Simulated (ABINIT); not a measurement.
Crystal: C.

```
C
1.0
     0.00000    1.78337    1.78337
     1.78337    0.00000    1.78337
     1.78337    1.78337    0.00000
C
2
Direct
  0.75000 0.75000 0.75000
  0.50000 0.50000 0.50000
```

This isn't the form of C at room conditions, which is graphite.

Base run:

| Item | Value |
| --- | --- |
| Program | ABINIT 10.8.3 (patched build) |
| Functional | PBE |
| Potentials or basis | PseudoDojo NC SR PBE v0.4.1 standard |
| Cutoff | 1007 eV |
| k mesh | 10 × 10 × 10 |
| Occupations | fermi-dirac, width 0.05 eV |
| Spin | no spin polarisation |

Its results: band gap on the k mesh 4.23 eV, indirect (least direct gap 5.63 eV); pressure 1.2 GPa.

Problem. The run is repeated on the same cell with these changes: functional from PBE to LDA; potentials or basis from PseudoDojo NC SR PBE v0.4.1 standard to PseudoDojo NC SR LDA v0.4.1 standard. What comes out?

Solution. Band gap on the k mesh 4.18 eV, indirect (least direct gap 5.56 eV); pressure -12.0 GPa.

A k mesh can miss the band edges.
